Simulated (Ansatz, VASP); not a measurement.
# MgO in VASP and in Ansatz

Contents of INCAR:

```
  ALGO = Normal
  EDIFF = 1E-7
  ENCUT = 520
  GGA = PE
  ISIF = 2
  ISMEAR = 0
  LASPH = T
  LCHARG = T
  LELF = T
  LREAL = F
  LVHAR = T
  LWAVE = F
  NBANDS = 16
  NELM = 100
  PREC = Accurate
  SIGMA = 0.05
```

The input KPOINTS:

```
k-points
0
Gamma
  9 9 6
```

POSCAR

```
MgO
1.0
    3.3077869865      0.0000000000      0.0000000000
   -1.6538934933      2.8646275606      0.0214847067
    0.0000000000      0.0373716125      4.9828816700
Mg O
2 2
Direct
    0.3333333333      0.6666666667      0.0021597400
    0.6666666667      0.3333333333      0.5021597400
    0.3333333333      0.6666666667      0.4024402600
    0.6666666667      0.3333333333      0.9024402600
```

Input for Ansatz:

```yaml
crystal:
  lattice:
    - [3.3077869865, 0.0, 0.0]
    - [-1.6538934933, 2.8646275606, 0.0214847067]
    - [0.0, 0.0373716125, 4.98288167]
  atoms:
    - { symbol: Mg, position: [0.3333333333, 0.6666666667, 0.00215974] }
    - { symbol: Mg, position: [0.6666666667, 0.3333333333, 0.50215974] }
    - { symbol: O, position: [0.3333333333, 0.6666666667, 0.40244026] }
    - { symbol: O, position: [0.6666666667, 0.3333333333, 0.90244026] }
basis:
  ecutwfc: 420
kpoints:
  mp_grid: { grid: [9, 9, 6] }
hamiltonian:
  xc: pbe
scf:
  occupations: { method: gaussian, width: 0.05 }
output:
  forces: true
  stress: true
  eigenvalues: true
```

Change from the starting cell: strain +0.0150 x Voigt [0, 0, 0, 1, 0, 0], atoms carried along.

Alike in both runs: task single point; functional PBE; k mesh 9 × 9 × 6; occupations gaussian, width 0.05 eV; no spin polarisation.

|  | VASP | Ansatz |
| --- | --- | --- |
| version | VASP 6.6.1 | Ansatz 0.2.0 |
| potentials or method | VASP PAW PBE potentials, release 64 (Mg, O) | scalar-relativistic, plane waves, PAW |
| plane-wave cutoff (eV) | 520 | 420 |
| valence electrons in the cell | 16 | 32 |

|  | VASP | Ansatz | Ansatz less VASP |
| --- | --- | --- | --- |
| gap on the k mesh at the Fermi level (eV) | 3.46 | 3.48 | +0.018 |
| least direct gap on the mesh (eV) | 3.46 | 3.48 | +0.018 |
| pressure (GPa) | 3.0 | 3.4 | +0.38 |
| largest component of the traceless stress (GPa) | 1.11 | 1.10 | -0.011 |
| rms of the force components (eV/Å) | 0.034 | 0.033 | -0.0006 |

Atom by atom the forces differ by 0.001 eV/Å (rms over components). The two sets of potentials don't hold the same shells in valence.

Caveats: an odd mesh through Γ misses points on the zone boundary, where band edges often lie.
